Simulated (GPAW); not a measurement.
Sn:

```xyz
4
Lattice="5.8803 0.0000 0.0000 0.0000 5.8803 0.0000 0.0000 0.0000 3.1986" Properties=species:S:1:pos:R:3 pbc="T T T"
Sn    0.0000    0.0000    0.0000
Sn    0.0000    2.9401    0.7997
Sn    2.9401    2.9401    1.5993
Sn    2.9401    0.0000    2.3990
```

* Program: GPAW 26.7.0
* Task: relaxation of cell and atoms
* Functional: RPBE
* Dispersion: D3(BJ)
* Potentials or basis: the program's PAW data sets (release 1.2.1) made for this functional
* Cutoff: 600 eV
* Basis: pw
* k mesh: 3 × 3 × 6
* Occupations: fermi-dirac, width 0.05 eV
* Spin: no spin polarisation

At the start: pressure -14.8 GPa; volume 27.65 Å³/atom.

Question: How do energy, volume and symmetry change on relaxing?

Answer: Over 9 steps the energy falls by 361.9 meV/atom and the volume is 21.58 Å³/atom (-22.0 %); space group I4_1/amd (No. 141, to 0.05 Å).

Step by step:
| step | energy change (eV) | largest force (eV/Å) | pressure (GPa) | volume (Å³) |
| --- | --- | --- | --- | --- |
| 1 | 0.0000 | 0.0000 | -14.84 | 110.60 |
| 2 | -0.2714 | 0.0000 | -14.11 | 107.61 |
| 3 | -1.2461 | 0.0000 | -7.33 | 93.79 |
| 4 | -1.4070 | 0.0000 | 4.02 | 83.51 |
| 5 | -1.4410 | 0.0000 | -0.31 | 86.61 |
| 6 | -1.4435 | 0.0000 | 0.01 | 86.34 |
| 7 | -1.4470 | 0.0000 | 0.33 | 86.07 |
| 8 | -1.4474 | 0.0000 | 0.14 | 86.22 |
| 9 | -1.4475 | 0.0000 | 0.01 | 86.32 |

Final structure:
```xyz
4
Lattice="5.4571 0.0000 0.0000 0.0000 5.4571 0.0000 0.0000 0.0000 2.8986" Properties=species:S:1:pos:R:3 pbc="T T T"
Sn    0.0000    0.0000    0.0000
Sn    0.0000    2.7286    0.7247
Sn    2.7286    2.7286    1.4493
Sn    2.7286    0.0000    2.1740
```

Caveat: later steps reuse the first step's grids; the volume moved by over 15 % at a fixed basis, so the end points are rough; pairwise dispersion overbinds metals, which lowers pressure and volume.
